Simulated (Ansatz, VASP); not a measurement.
# TiAl3 in VASP and in Ansatz

File INCAR:

```
ALGO     = Normal         # electronic algorithm
EDIFF    = 1E-7           # SCF threshold, eV
ENCUT    = 520            # plane-wave cutoff, eV
GGA      = PS             # functional
ISIF     = 2              # what is computed and relaxed
ISMEAR   = -1             # smearing method
LASPH    = T              # aspherical terms in the spheres
LCHARG   = F              # write CHGCAR
LREAL    = F              # projectors in reciprocal space
LWAVE    = F              # write WAVECAR
NBANDS   = 18             # bands
NELM     = 80             # most SCF steps
PREC     = Accurate       # precision mode
SIGMA    = 0.05           # smearing width, eV
```

File KPOINTS:

```
k-points
0
Gamma
  7 7 7
```

POSCAR

```
TiAl3
1.0
    3.9022096795      0.0000000000      0.0000000000
    0.0000000000      3.9022096795      0.0000000000
    0.0000000000      0.0000000000      3.9022096795
Ti Al
1 3
Direct
    0.0000000000      0.0000000000      0.0000000000
    0.0000000000      0.5000000000      0.5000000000
    0.5000000000      0.0000000000      0.5000000000
    0.5000000000      0.5000000000      0.0000000000
```

File input.yaml:

```yaml
crystal:
  lattice:
    - [3.9022096795, 0.0, 0.0]
    - [0.0, 3.9022096795, 0.0]
    - [0.0, 0.0, 3.9022096795]
  atoms:
    - { symbol: Ti, position: [0.0, 0.0, 0.0] }
    - { symbol: Al, position: [0.0, 0.5, 0.5] }
    - { symbol: Al, position: [0.5, 0.0, 0.5] }
    - { symbol: Al, position: [0.5, 0.5, 0.0] }
hamiltonian:
  xc: pbesol
  pseudopotentials: { kind: paw }
kpoints:
  mp_grid: { grid: [7, 7, 7] }
scf:
  occupations: { method: fermi_dirac, width: 0.05 }
output:
  forces: true
  stress: true
  eigenvalues: true
  write_density: true
  write_potential: true
  elf: true
  volumetric_format: npy
```

Change from the starting cell: volume scaled by 0.96.

Alike in both runs: task single point; functional PBEsol; k mesh 7 × 7 × 7; occupations fermi-dirac, width 0.05 eV; no spin polarisation.

```csv
,VASP,Ansatz
version,VASP 6.6.1,Ansatz 0.2.0
potentials or method,"VASP PAW PBE potentials, release 64 (Ti_sv, Al)",Ansatz PAW
plane-wave cutoff (eV),520,420
valence electrons in the cell,21,21
```

|  | VASP | Ansatz | Ansatz less VASP |
| --- | --- | --- | --- |
| gap on the k mesh at the Fermi level (eV) | none | none | - |
| pressure (GPa) | 4.4 | 4.2 | -0.13 |

A gap of «none» marks a metal or a gap that the smearing closes.

Caveats: the PAW data sets were made with another functional, which shifts forces and pressure a little (VASP); the PAW data sets come from PBE, with cores solved anew for the run's functional, which leaves a small shift of forces and pressure (Ansatz).
